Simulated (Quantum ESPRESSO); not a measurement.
Runs of Quantum ESPRESSO 7.5 on Ti2O. The structure is trigonal, space group P-3m1 (No. 164). The conventional cell has a = 2.919 Å, b = 2.919 Å, c = 4.713 Å, α = 90.00°, β = 90.00°, γ = 120.00°. Around Ti (site symmetry 3m) lie 3 O at 2.14 Å. O (site symmetry -3m) has 6 Ti at 2.14 Å as nearest neighbours. 

```tsv
level	U	mixing beta	gap on the mesh (eV)	pressure (GPa)	largest force (eV/Å)
PBEsol+U	Ti d U = 3 eV	0.3	none	9.4	(c)
PBEsol+U	Ti d U = 1 eV	0.3	none	6.2	1.28
PBEsol+U	Ti d U = 2 eV	0.3	none	7.8	1.25
PBEsol	-	0.5	none	(d)	(b)
PBEsol+U	Ti d U = 6 eV	0.3	none	15.2	1.20
PBEsol+U	Ti d U = 5 eV	0.3	none	13.1	(a)
PBEsol+U	Ti d U = 4 eV	0.3	none	11.2	1.20
```

Alike in all rows: task single point; potentials or basis GBRV 1.5 PBEsol; no spin polarisation; cell as given; k mesh 10 × 10 × 6; cutoff (eV) 612; smearing fermi-dirac 0.05 eV.

Question: Fill in the values left out.

Answer: (a) 1.18; (b) 1.31; (c) 1.22; (d) 4.6.

Caveats: forces of over 1 eV/Å show positions far from the minimum, so gaps and moduli don't describe the material at rest; U without spin polarisation on a metal has little footing (some runs); semilocal functionals often make such compounds metallic where correlation or magnetic order opens a gap, which also shifts bond lengths (some runs).

A gap of «none» marks a metal or a gap under the smearing width.
